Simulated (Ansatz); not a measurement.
**Iridium, simple cubic under PBE: ground state and equation of state, part 1 of 2**

What does PBE give for iridium in the simple cubic structure? We relax it, solve it on a dense k-mesh, switch on spin-orbit coupling, then scale the cell to 7 volumes from 88 to 112 % of the relaxed one and try a fit of the equation of state. The k-meshes are 13×13×13 for the relaxation; 20×20×20 for the dense run; 12×12×12 for spin-orbit coupling; 20×20×20 for the volumes.

This is Ir in the simple cubic structure; at room conditions it is fcc.

Computed with Ansatz 0.2.0 (DFT PBE, plane waves (420 eV) with PAW, scalar-relativistic, unless a step says otherwise).

### 1 The starting structure

It takes space group Pm-3m (No. 221, cubic). Conventional cell: a = 2.482 Å, b = 2.482 Å, c = 2.482 Å, α = 90.00°, β = 90.00°, γ = 90.00°. Ir (site symmetry m-3m) has 6 Ir at 2.48 Å as nearest neighbours.

Structure file:

```xyz
1
Lattice="2.4815 0.0000 0.0000 0.0000 2.4815 0.0000 0.0000 0.0000 2.4815" Properties=species:S:1:pos:R:3 pbc="T T T"
Ir    0.0000    0.0000    0.0000
```

### 2 Relaxation of the cell

Input file input.yaml:

```yaml
crystal:
  lattice:
    - [2.4815209647, 0.0, 0.0]
    - [0.0, 2.4815209647, 0.0]
    - [0.0, 0.0, 2.4815209647]
  atoms:
    - { symbol: Ir, position: [0.0, 0.0, 0.0] }
hamiltonian:
  xc: pbe
  pseudopotentials:
    kind: paw
    azcp:
      Ir: "pseudopotentials/Ir.paw.azcp"
basis:
  ecutwfc: 420
  fft_grid_basis: typed
kpoints:
  mp_grid: { grid: [13, 13, 13], shift: [0, 0, 0] }
magnetization:
  spin_polarized: false
scf:
  occupations: { method: fermi_dirac, width: 0.1 }
relax:
  max_steps: 60
  f_tol: 0.01
  cell: {}
```

Standard output:

```text
Engine: ansatz 0.2.0, x86_64-unknown-linux-gnu
Pseudopotentials: kind: paw
Pseudopotential: Ir, paw, valence charge 17, recommended cutoff 420 eV (normal), <dir>
Functional definition: PBE
  parameter kappa = 0.804
  parameter beta = 0.06672455060314922
  exchange = pbe_x(kappa = kappa, mu = beta*pi^2/3)
  correlation = pbe_c(beta = beta)
Crystal: 1 atoms, lattice volume = 15.281 Å³
Basis set: ecut = 420 eV, 305 PW (Γ), exchange–correlation on 36×36×36 points (8 copies of the dense FFT grid, shifted against one another)
Bands: 13, of which v1, the nominal top of the filled ones, is band 9 counted from 1 (8 counted from 0)
Symmetry: 48 space group operations
Space group: Pm-3m (ITA 221), of the structure as read, at distance tolerance 2.5e-5 Å
k-points: 84 of 2197
Non-local potential: Ir, projectors of the file, l = 0: 3, l = 1: 2, l = 2: 2, l = 3: 1
PAW form: soft (Blöchl's): semilocal exchange-correlation on the pseudo side does not see the compensation charge
PAW one-centre angular grid: Ir, 590 points (default); XC on 64 Gauss nodes
Initial density: superposition of atomic densities (neutral atoms: chi_scale 0, normalization atom), corrected by the library's trained network
Initial wavefunctions: pseudopotential atomic-orbital guess
Functional: x = pbe(κ = 0.804, μ = 0.2195149727645171), c = pbe(β = 0.06672455060314922)
SCF iter   1: F=—  HF=-11934.163004 eV  |F-HF|=—  |Δ(HF+E_count)|=         —  Δρ=6.25e-3  dr2=1.53e-3  ethr=1.77e-3  ⟨swp⟩=5.0  Hψ=5816  notcnv=0
preconditioner: auto → none  [metal: Δε(μ)=0.033 eV  Ē_g=13.830 eV  σ=0.100 eV  W_gap=0.08  n_scr=6 (ndim 8)  ℏωp=28.5 eV  f_vac=0.000  D(μ)=1.44/eV (n_scr^D=18)  sad-step TF]
SCF iter   2: F=—  HF=-11934.163109 eV  |F-HF|=—  |Δ(HF+E_count)|=   1.05e-4  Δρ=3.52e-3  dr2=5.15e-4  ethr=8.99e-6  ⟨swp⟩=1.5  Hψ=1913  notcnv=0
SCF iter   3: F=—  HF=-11934.163302 eV  |F-HF|=—  |Δ(HF+E_count)|=   1.93e-4  Δρ=4.03e-4  dr2=2.00e-5  ethr=3.03e-6  ⟨swp⟩=2.0  Hψ=1217  notcnv=0
SCF iter   4: F=—  HF=-11934.163280 eV  |F-HF|=—  |Δ(HF+E_count)|=   2.19e-5  Δρ=1.40e-4  dr2=1.18e-6  ethr=1.18e-7  ⟨swp⟩=2.3  Hψ=1678  notcnv=0
iter 5 did not close the SCF: its close was put off for the readings that it lacked (scf_convergence_deferred on its scf_iter line)
SCF iter   5: F=-11934.163280 eV  HF=-11934.163280 eV  |F-HF|=3.63e-8  |Δ(HF+E_count)|=   2.68e-7  Δρ=2.44e-5  dr2=3.50e-8  ethr=6.94e-9  ⟨swp⟩=2.5  Hψ=1505  notcnv=0
SCF iter   6: F=-11934.163280 eV  HF=-11934.163280 eV  |F-HF|=5.22e-10  |Δ(HF+E_count)|=   4.14e-8  Δρ=5.21e-6  dr2=1.80e-9  ethr=2.06e-10  ⟨swp⟩=2.0  Hψ=3452  notcnv=0
SCF 1 converged in 6 iterations: F = -11934.163280 eV  dr2 = 1.80e-9
relax step   1: F+E_penalty+E_count = -11934.16328033 eV  Δ(F+E_penalty+E_count) = +0.000e0 eV  max|allowed force component| = 0.000e0 eV/Å  Δτ_max = 0.0000 Å  P = +34.482 GPa  Ω = 15.281 Å³  (6 SCF iters, dr2 threshold 1.00e-7 eV, accepted)
Crystal: 1 atoms, lattice volume = 17.627 Å³
Basis set: ecut = 420 eV, 341 PW (Γ), exchange–correlation on 36×36×36 points (8 copies of the dense FFT grid, shifted against one another)
Initial density: handed on by an earlier stage of this run
Initial wavefunctions: those handed on with the density
iter 1 solved again at ethr=9.92e-6 eV; its pass at ethr=3.10e-3 eV (dr2=1.69e-3 eV) is discarded
SCF iter   1: F=—  HF=-11934.314960 eV  |F-HF|=—  |Δ(HF+E_count)|=         —  Δρ=4.15e-3  dr2=1.67e-3  ethr=9.92e-6  ⟨swp⟩=2.4  Hψ=8074  notcnv=0
preconditioner: auto → none  [metal: Δε(μ)=0.033 eV  Ē_g=12.334 eV  σ=0.100 eV  W_gap=0.08  n_scr=6 (ndim 8)  ℏωp=26.5 eV  f_vac=0.000  D(μ)=1.75/eV (n_scr^D=26)]
SCF iter   2: F=—  HF=-11934.315580 eV  |F-HF|=—  |Δ(HF+E_count)|=   6.20e-4  Δρ=2.05e-3  dr2=4.14e-4  ethr=9.85e-6  ⟨swp⟩=1.0  Hψ=1092  notcnv=0
SCF iter   3: F=—  HF=-11934.315814 eV  |F-HF|=—  |Δ(HF+E_count)|=   2.35e-4  Δρ=1.76e-4  dr2=4.95e-6  ethr=2.44e-6  ⟨swp⟩=1.1  Hψ=1111  notcnv=0
SCF iter   4: F=—  HF=-11934.315777 eV  |F-HF|=—  |Δ(HF+E_count)|=   3.76e-5  Δρ=7.24e-5  dr2=5.63e-7  ethr=2.91e-8  ⟨swp⟩=2.3  Hψ=1606  notcnv=0
SCF iter   5: F=-11934.315777 eV  HF=-11934.315777 eV  |F-HF|=3.40e-8  |Δ(HF+E_count)|=   1.05e-7  Δρ=2.34e-5  dr2=5.99e-8  ethr=5.88e-10  ⟨swp⟩=4.0  Hψ=3244  notcnv=0
SCF 2 converged in 5 iterations: F = -11934.315777 eV  dr2 = 5.99e-8
relax step   2: F+E_penalty+E_count = -11934.31577674 eV  Δ(F+E_penalty+E_count) = -1.525e-1 eV  max|allowed force component| = 0.000e0 eV/Å  Δτ_max = 0.0000 Å  P = -7.807 GPa  Ω = 17.627 Å³  energy of the carried Pulay correction = -1.133e-3 eV  (5 SCF iters, dr2 threshold 1.00e-7 eV, accepted)
Crystal: 1 atoms, lattice volume = 17.141 Å³
iter 1 solved again at ethr=5.51e-7 eV; its pass at ethr=3.10e-3 eV (dr2=9.36e-5 eV) is discarded
SCF iter   1: F=—  HF=-11934.330574 eV  |F-HF|=—  |Δ(HF+E_count)|=         —  Δρ=9.36e-4  dr2=7.42e-5  ethr=5.51e-7  ⟨swp⟩=2.7  Hψ=7858  notcnv=0
preconditioner: auto → none  [metal: Δε(μ)=0.035 eV  Ē_g=12.614 eV  σ=0.100 eV  W_gap=0.09  n_scr=6 (ndim 8)  ℏωp=26.9 eV  f_vac=0.000  D(μ)=1.68/eV (n_scr^D=18)]
SCF iter   2: F=—  HF=-11934.330548 eV  |F-HF|=—  |Δ(HF+E_count)|=   2.62e-5  Δρ=4.09e-4  dr2=1.50e-5  ethr=4.36e-7  ⟨swp⟩=2.1  Hψ=1501  notcnv=0
SCF iter   3: F=—  HF=-11934.330554 eV  |F-HF|=—  |Δ(HF+E_count)|=   5.87e-6  Δρ=1.52e-4  dr2=3.00e-6  ethr=8.84e-8  ⟨swp⟩=2.1  Hψ=1490  notcnv=0
SCF iter   4: F=-11934.330553 eV  HF=-11934.330553 eV  |F-HF|=2.94e-9  |Δ(HF+E_count)|=   5.13e-7  Δρ=1.76e-5  dr2=1.29e-8  ethr=5.88e-10  ⟨swp⟩=3.1  Hψ=4313  notcnv=0
SCF 3 converged in 4 iterations: F = -11934.330553 eV  dr2 = 1.29e-8
relax step   3: F+E_penalty+E_count = -11934.33055320 eV  Δ(F+E_penalty+E_count) = -1.478e-2 eV  max|allowed force component| = 0.000e0 eV/Å  Δτ_max = 0.0000 Å  P = -1.628 GPa  Ω = 17.141 Å³  energy of the carried Pulay correction = -9.119e-4 eV  (4 SCF iters, dr2 threshold 1.00e-7 eV, accepted)
Crystal: 1 atoms, lattice volume = 17.018 Å³
iter 1 solved again at ethr=2.35e-8 eV; its pass at ethr=3.10e-3 eV (dr2=4.00e-6 eV) is discarded
SCF iter   1: F=—  HF=-11934.331230 eV  |F-HF|=—  |Δ(HF+E_count)|=         —  Δρ=2.29e-4  dr2=4.42e-6  ethr=2.35e-8  ⟨swp⟩=3.5  Hψ=7697  notcnv=0
preconditioner: auto → none  [metal: Δε(μ)=0.007 eV  Ē_g=12.704 eV  σ=0.100 eV  W_gap=0.02  n_scr=6 (ndim 8)  ℏωp=27.0 eV  f_vac=0.000  D(μ)=1.67/eV (n_scr^D=18)]
SCF iter   2: F=—  HF=-11934.331198 eV  |F-HF|=—  |Δ(HF+E_count)|=   3.13e-5  Δρ=1.06e-4  dr2=1.01e-6  ethr=2.35e-8  ⟨swp⟩=1.7  Hψ=1364  notcnv=0
SCF iter   3: F=—  HF=-11934.331199 eV  |F-HF|=—  |Δ(HF+E_count)|=   5.55e-7  Δρ=4.03e-5  dr2=2.55e-7  ethr=5.94e-9  ⟨swp⟩=2.5  Hψ=1511  notcnv=0
SCF iter   4: F=-11934.331199 eV  HF=-11934.331199 eV  |F-HF|=1.71e-10  |Δ(HF+E_count)|=   7.54e-8  Δρ=4.61e-6  dr2=8.94e-10  ethr=5.88e-10  ⟨swp⟩=4.0  Hψ=3259  notcnv=0
SCF 4 converged in 4 iterations: F = -11934.331199 eV  dr2 = 8.94e-10
relax step   4: F+E_penalty+E_count = -11934.33119867 eV  Δ(F+E_penalty+E_count) = -6.455e-4 eV  max|allowed force component| = 0.000e0 eV/Å  Δτ_max = 0.0000 Å  P = +0.114 GPa  Ω = 17.018 Å³  energy of the carried Pulay correction = -8.546e-4 eV  (4 SCF iters, dr2 threshold 1.00e-7 eV, accepted)
Crystal: 1 atoms, lattice volume = 17.026 Å³
iter 1 solved again at ethr=1.09e-10 eV; its pass at ethr=3.10e-3 eV (dr2=1.85e-8 eV) is discarded
SCF iter   1: F=—  HF=-11934.331230 eV  |F-HF|=—  |Δ(HF+E_count)|=         —  Δρ=1.64e-5  dr2=2.03e-8  ethr=1.09e-10  ⟨swp⟩=3.4  Hψ=7689  notcnv=0
preconditioner: auto → none  [metal: Δε(μ)=0.029 eV  Ē_g=12.684 eV  σ=0.100 eV  W_gap=0.07  n_scr=6 (ndim 8)  ℏωp=27.0 eV  f_vac=0.000  D(μ)=1.67/eV (n_scr^D=18)]
SCF iter   2: F=-11934.331198 eV  HF=-11934.331198 eV  |F-HF|=8.28e-10  |Δ(HF+E_count)|=   3.24e-5  Δρ=7.17e-6  dr2=4.19e-9  ethr=1.09e-10  ⟨swp⟩=3.8  Hψ=3026  notcnv=0
SCF 5 converged in 2 iterations: F = -11934.331198 eV  dr2 = 4.19e-9
relax step   5: F+E_penalty+E_count = -11934.33119775 eV  Δ(F+E_penalty+E_count) = +9.198e-7 eV  max|allowed force component| = 0.000e0 eV/Å  Δτ_max = 0.0000 Å  P = -0.002 GPa  Ω = 17.026 Å³  energy of the carried Pulay correction = -8.583e-4 eV  (2 SCF iters, dr2 threshold 3.26e-8 eV, accepted)
Initial wavefunctions: pseudopotential atomic-orbital guess (no wavefunctions were taken with the density)
iter 1 solved again at ethr=2.80e-8 eV; its pass at ethr=3.10e-3 eV (dr2=4.76e-6 eV) is discarded
SCF iter   1: F=—  HF=-11934.331519 eV  |F-HF|=—  |Δ(HF+E_count)|=         —  Δρ=7.07e-4  dr2=3.03e-6  ethr=2.80e-8  ⟨swp⟩=3.0  Hψ=8521  notcnv=0
preconditioner: auto → none  [metal: Δε(μ)=0.030 eV  Ē_g=12.684 eV  σ=0.100 eV  W_gap=0.07  n_scr=6 (ndim 8)  ℏωp=27.0 eV  f_vac=0.000  D(μ)=1.67/eV (n_scr^D=18)]
SCF iter   2: F=—  HF=-11934.331689 eV  |F-HF|=—  |Δ(HF+E_count)|=   1.69e-4  Δρ=3.52e-4  dr2=6.92e-7  ethr=1.78e-8  ⟨swp⟩=1.0  Hψ=1092  notcnv=0
SCF iter   3: F=—  HF=-11934.331760 eV  |F-HF|=—  |Δ(HF+E_count)|=   7.10e-5  Δρ=1.40e-5  dr2=8.81e-9  ethr=4.07e-9  ⟨swp⟩=1.0  Hψ=1093  notcnv=0
SCF iter   4: F=—  HF=-11934.331760 eV  |F-HF|=—  |Δ(HF+E_count)|=   8.17e-8  Δρ=4.27e-6  dr2=1.60e-9  ethr=5.18e-11  ⟨swp⟩=2.0  Hψ=1805  notcnv=0
SCF iter   5: F=—  HF=-11934.331760 eV  |F-HF|=—  |Δ(HF+E_count)|=   3.06e-9  Δρ=1.53e-6  dr2=1.73e-10  ethr=9.40e-12  ⟨swp⟩=2.3  Hψ=1545  notcnv=0
SCF iter   6: F=-11934.331760 eV  HF=-11934.331760 eV  |F-HF|=1.46e-11  |Δ(HF+E_count)|=  4.89e-10  Δρ=2.89e-7  dr2=5.89e-12  ethr=1.00e-12  ⟨swp⟩=3.7  Hψ=4721  notcnv=0
SCF 6 converged in 6 iterations: F = -11934.331760 eV  dr2 = 5.89e-12
relax step   6: F+E_penalty+E_count = -11934.33175984 eV  Δ(F+E_penalty+E_count) = -5.621e-4 eV  max|allowed force component| = 0.000e0 eV/Å  Δτ_max = 0.0000 Å  P = -0.028 GPa  Ω = 17.026 Å³  stress off target by 2.78e-2 GPa  SCF on the basis re-selected at this cell (its energy is not comparable with the rows above)  (6 SCF iters)
basis re-selected at this cell: Δ(F+E_penalty+E_count) = -5.621e-4 eV, ΔP = -0.026 GPa vs the last step (what re-selecting the basis moved, of the pressure what is left beyond the Pulay correction that the steps carried, after the strain that the cell walked since its last selection, with what the two solves' SCF thresholds leave and, on support functions, any second-order correction that the steps lacked; it is no measure of the basis error at this ecutwfc). This SCF's stress stands 2.78e-2 GPa from its target on what of the cell is left free (relax.cell.stress_tol is 5.00e-2 GPa) and its largest allowed force component is 0.00e0 eV/Å (relax.f_tol is 1.00e-2 eV/Å): within both
SCF converged after 6 iterations
Free energy (F): -11934.331760 eV
Harris-Foulkes:  -11934.331760 eV  (|F-HF|=1.46e-11)
Internal energy: -11934.277183 eV  (E = F + TS)
E sigma→0 (E₀):  -11934.304471 eV
Entropy (-TS):   -0.054577 eV (-54.577 meV/atom)
Fermi energy:    20.196235 eV
--- Per-component energies (eV) ---
  E_band       = -163.447785
  E_kinetic    = 621.531370
  E_local      = -1361.246358  (includes V_loc(G=0)·N_el)
  E_nonlocal   = 74.432817
  E_hartree    = 516.334430
  E_xc         = -266.610581
  E_vxc        = -298.246267  (∫ρ·V_xc dr)
  E_paw        = -9223.856954  (= ΣΔE_a)
  E_vpaw       = -232.588170  (= ΣTr[D̂ρ^β])
  E_aug_tail   = 0.000067  (compensation charges beyond the density's cutoff)
  E_ewald      = -2294.861973
  E_smearing   = -0.054577  (= −TS)
  E_closure    = 0.000000  (closes the sum)
  Σ components = -11934.331760   (vs F -11934.331760, Δ=0.00e0)
--- Forces (eV/Å), atoms counted from 1 ---
  atom   1  Ir     0.00000000     0.00000000    -0.00000000
  max |Σ_I F_I| component: 2.26e-32 eV/Å
--- Stress (GPa, compression-positive) ---
       -0.027815      -0.000000      -0.000000
       -0.000000      -0.027815       0.000000
       -0.000000       0.000000      -0.027815
  P = ⅓ Tr σ = -0.0278 GPa (-0.278 kbar)
--- Relaxed structure (5 steps of the walk, 5 accepted, 1 SCFs on fresh bases) ---
  F+E_penalty+E_count = -11934.33175984 eV   max|allowed force component| = 0.000e0 eV/Å   (the final SCF, on the basis selected at the relaxed cell)
  cell:  # Å, volume = 17.0257 Å³
    - [2.572574435668688, 2.0543252740130515e-33, 7.703719777548943e-34]
    - [2.0543252740130515e-33, 2.572574435668688, 0.0]
    - [7.703719777548943e-34, 0.0, 2.572574435668688]
  atoms:
    - { symbol: Ir, position: [0.0, 0.0, 0.0] }
```

It took 14 s on 1 thread of an x86-64 CPU, shared host; peak memory 0.47 GiB.

Step by step:

| step | energy change (meV/atom) | largest force (eV/Å) | pressure (GPa) | volume (Å³/atom) |
| --- | --- | --- | --- | --- |
| 1 | 0.00 | 0.0000 | 34.48 | 15.281 |
| 2 | -152.50 | 0.0000 | -7.81 | 17.627 |
| 3 | -167.27 | 0.0000 | -1.63 | 17.141 |
| 4 | -167.92 | 0.0000 | 0.11 | 17.018 |
| 5 | -167.92 | 0.0000 | 0.00 | 17.026 |
| 6 | -168.48 | 0.0000 | -0.03 | 17.026 |

Steps that repeat a cell are solved on a basis chosen anew, so their changes of energy are no gain of the relaxation.

Changes in the cell that was computed:

|  | before | after | change |
| --- | --- | --- | --- |
| a (Å) | 2.482 | 2.573 | +3.7 % |
| b (Å) | 2.482 | 2.573 | +3.7 % |
| c (Å) | 2.482 | 2.573 | +3.7 % |
| volume (Å³/atom) | 15.281 | 17.026 | +11.4 % |
| shortest distance (Å) | 2.482 | 2.573 | +3.7 % |
| space group (spins left aside) | Pm-3m | Pm-3m | same |

### 3 The energy on a finer k-mesh

Input file input.yaml:

```yaml
crystal:
  lattice:
    - [2.5725744357, 0.0, 0.0]
    - [0.0, 2.5725744357, 0.0]
    - [0.0, 0.0, 2.5725744357]
  atoms:
    - { symbol: Ir, position: [0.0, 0.0, 0.0] }
hamiltonian:
  xc: pbe
  pseudopotentials:
    kind: paw
    azcp:
      Ir: "pseudopotentials/Ir.paw.azcp"
basis:
  ecutwfc: 420
  fft_grid_basis: typed
kpoints:
  mp_grid: { grid: [20, 20, 20], shift: [0, 0, 0] }
magnetization:
  spin_polarized: false
scf:
  occupations: { method: fermi_dirac, width: 0.1 }
```

Standard output (excerpt; [...] marks lines left out):

```text
[...]
[... 3 set-up lines as earlier in the session ...]
[...]
Crystal: 1 atoms, lattice volume = 17.026 Å³
Basis set: ecut = 420 eV, 341 PW (Γ)
Bands: 13, of which v1, the nominal top of the filled ones, is band 9 counted from 1 (8 counted from 0)
[... 1 set-up line as earlier in the session ...]
Space group: Pm-3m (ITA 221), of the structure as read, at distance tolerance 2.6e-5 Å
k-points: 286 of 8000
[...]
SCF iter   1: F=—  HF=-11934.332738 eV  |F-HF|=—  |Δ(HF+E_count)|=         —  Δρ=2.18e-3  dr2=4.15e-4  ethr=1.77e-3  ⟨swp⟩=4.9  Hψ=19388  notcnv=0
[...]
SCF iter   6: F=-11934.333693 eV  HF=-11934.333693 eV  |F-HF|=2.91e-11  |Δ(HF+E_count)|=  4.84e-10  Δρ=1.53e-6  dr2=1.54e-10  ethr=2.25e-11  ⟨swp⟩=1.0  Hψ=9747  notcnv=0
[...]
SCF converged after 6 iterations
Free energy (F): -11934.333693 eV
[...]
E sigma→0 (E₀):  -11934.309047 eV
Entropy (-TS):   -0.049292 eV (-49.292 meV/atom)
Fermi energy:    20.219506 eV
[...]
```

Run time: 7.3 s. Hardware: 1 thread of an x86-64 CPU, shared host; peak memory 0.5 GiB.

### 4 A two-component run at the same geometry

input.yaml, as its differences from that of step 3:

```diff
@@ -10,3 +10,3 @@
   pseudopotentials:
-    kind: paw
+    kind: paw_fr
     azcp:
@@ -17,5 +17,6 @@
 kpoints:
-  mp_grid: { grid: [20, 20, 20], shift: [0, 0, 0] }
+  mp_grid: { grid: [12, 12, 12], shift: [0, 0, 0] }
 magnetization:
-  spin_polarized: false
+  noncollinear: true
+  spin_orbit: true
 scf:
```

Standard output (excerpt; [...] marks lines left out):

```text
[...]
Pseudopotentials: kind: paw_fr
Pseudopotential: Ir, paw_fr, valence charge 17, recommended cutoff 420 eV (normal), <dir>
[... 1 set-up line as earlier in the session ...]
[...]
non-collinear run that drives no moment, with spin-orbit: no starting moment large enough to seed its density (crystal.atoms[].spin), no starting occupations that ask for one, no magnetisation constraint and no magnetic field, so the semilocal B_xc is pinned to zero
Crystal: 1 atoms, lattice volume = 17.026 Å³
Basis set: ecut = 420 eV, 341 PW (Γ)
Bands: 26, of which v1, the nominal top of the filled ones, is band 17 counted from 1 (16 counted from 0)
Symmetry: 48 space group operations + 48 with time reversal
Magnetic group: BNS 221.93 (UNI 1595), of the structure as read, at distance tolerance 2.6e-5 Å
k-points: 84 of 1728
Projection manifold: j_resolved (fully-relativistic pseudo-atomic orbitals)
[...]
SCF iter   1: F=—  HF=-11966.232713 eV  |F-HF|=—  |Δ(HF+E_count)|=         —  Δρ=2.39e-2  dr2=5.35e-2  dr2_m=0.00e0 (ungated)  ethr=3.10e-3  |M|=0.00e0 ∫|m|=0.00e0 μB  |m|>n=0.0e0 m-floor=0.0e0 τ_xc=0.0e0  β_m=0.30  ⟨swp⟩=6.0  Hψ=5045  notcnv=0  defer=54
[...]
SCF iter   6: F=-11966.222460 eV  HF=-11966.222460 eV  |F-HF|=5.46e-11  |Δ(HF+E_count)|=   8.83e-9  Δρ=1.02e-6  dr2=7.62e-11  dr2_m=0.00e0 (ungated)  ethr=5.13e-11  |M|=0.00e0 ∫|m|=0.00e0 μB  |m|>n=0.0e0 m-floor=0.0e0 τ_xc=0.0e0  ⟨swp⟩=1.0  Hψ=2760  notcnv=0
[...]
SCF converged after 6 iterations
Magnetization: |M| = 0.0000 μB,  M = (+0.0000, +0.0000, +0.0000) μB
Absolute magnetization: 0.0000 μB (∫|m|)
  site 0: m = (+0.0000, +0.0000, +0.0000) μB, |m| = 0.0000 μB  (R = 1.06 Å)
Free energy (F): -11966.222460 eV
[...]
E sigma→0 (E₀):  -11966.195132 eV
Entropy (-TS):   -0.054656 eV (-54.656 meV/atom)
Fermi energy:    20.328001 eV
[...]
```

It took 11 s on 1 thread of an x86-64 CPU, shared host; peak memory 0.45 GiB.

With and without spin-orbit coupling:

|  | scalar-relativistic | with spin-orbit coupling |
| --- | --- | --- |
| k-mesh | 20×20×20 | 12×12×12 |
| gap on the mesh | none (levels filled in part) | none (levels filled in part) |

The meshes differ, so small differences between the columns need not come from spin-orbit coupling.

### 5 At 88 % of the relaxed volume

Input file input.yaml:

```yaml
crystal:
  lattice:
    - [2.465256847, 0.0, 0.0]
    - [0.0, 2.465256847, 0.0]
    - [0.0, 0.0, 2.465256847]
  atoms:
    - { symbol: Ir, position: [0.0, 0.0, 0.0] }
hamiltonian:
  xc: pbe
  pseudopotentials:
    kind: paw
    azcp:
      Ir: "pseudopotentials/Ir.paw.azcp"
basis:
  ecutwfc: 420
  fft_grid_basis: typed
kpoints:
  mp_grid: { grid: [20, 20, 20], shift: [0, 0, 0] }
magnetization:
  spin_polarized: false
scf:
  occupations: { method: fermi_dirac, width: 0.1 }
output:
  stress: true
```

Standard output (excerpt; [...] marks lines left out):

```text
[...]
[... 3 set-up lines as earlier in the session ...]
[...]
Crystal: 1 atoms, lattice volume = 14.983 Å³
Basis set: ecut = 420 eV, 257 PW (Γ)
Bands: 13, of which v1, the nominal top of the filled ones, is band 9 counted from 1 (8 counted from 0)
[... 2 set-up lines as earlier in the session ...]
k-points: 286 of 8000
[...]
SCF iter   1: F=—  HF=-11934.097320 eV  |F-HF|=—  |Δ(HF+E_count)|=         —  Δρ=4.88e-3  dr2=1.00e-3  ethr=1.77e-3  ⟨swp⟩=5.0  Hψ=19878  notcnv=0
[...]
SCF iter   6: F=-11934.097570 eV  HF=-11934.097570 eV  |F-HF|=1.75e-10  |Δ(HF+E_count)|=   2.28e-8  Δρ=3.97e-6  dr2=9.17e-10  ethr=1.25e-10  ⟨swp⟩=1.9  Hψ=11510  notcnv=0
[...]
SCF converged after 6 iterations
Free energy (F): -11934.097570 eV
[...]
E sigma→0 (E₀):  -11934.077514 eV
Entropy (-TS):   -0.040111 eV (-40.111 meV/atom)
Fermi energy:    23.868901 eV
[...]
--- Stress (GPa, compression-positive) ---
       42.430684      -0.000000       0.000000
        0.000000      42.430684       0.000000
        0.000000       0.000000      42.430684
  P = ⅓ Tr σ = 42.4307 GPa (424.307 kbar)
```

Wall time 6.9 s (1 thread of an x86-64 CPU, shared host); peak memory 0.52 GiB.

### 6 At 92 % of the relaxed volume

input.yaml, as its differences from that of step 5:

```diff
@@ -2,5 +2,5 @@
   lattice:
-    - [2.465256847, 0.0, 0.0]
-    - [0.0, 2.465256847, 0.0]
-    - [0.0, 0.0, 2.465256847]
+    - [2.5020571507, 0.0, 0.0]
+    - [0.0, 2.5020571507, 0.0]
+    - [0.0, 0.0, 2.5020571507]
   atoms:
```

Standard output (excerpt; [...] marks lines left out):

```text
[...]
[... 3 set-up lines as earlier in the session ...]
[...]
Crystal: 1 atoms, lattice volume = 15.664 Å³
Basis set: ecut = 420 eV, 305 PW (Γ)
Bands: 13, of which v1, the nominal top of the filled ones, is band 9 counted from 1 (8 counted from 0)
[... 2 set-up lines as earlier in the session ...]
k-points: 286 of 8000
[...]
SCF iter   1: F=—  HF=-11934.238027 eV  |F-HF|=—  |Δ(HF+E_count)|=         —  Δρ=3.47e-3  dr2=6.07e-4  ethr=1.77e-3  ⟨swp⟩=5.0  Hψ=19616  notcnv=0
[...]
SCF iter   6: F=-11934.238669 eV  HF=-11934.238669 eV  |F-HF|=6.91e-11  |Δ(HF+E_count)|=   1.13e-8  Δρ=2.67e-6  dr2=3.76e-10  ethr=6.57e-11  ⟨swp⟩=1.9  Hψ=11420  notcnv=0
[...]
SCF converged after 6 iterations
Free energy (F): -11934.238669 eV
[...]
E sigma→0 (E₀):  -11934.217125 eV
Entropy (-TS):   -0.043087 eV (-43.087 meV/atom)
Fermi energy:    22.547178 eV
[...]
--- Stress (GPa, compression-positive) ---
       24.666425       0.000000       0.000000
        0.000000      24.666425       0.000000
        0.000000       0.000000      24.666425
  P = ⅓ Tr σ = 24.6664 GPa (246.664 kbar)
```

Wall time 7.5 s (1 thread of an x86-64 CPU, shared host); peak memory 0.51 GiB.

(Continued in part 2 of 2.)
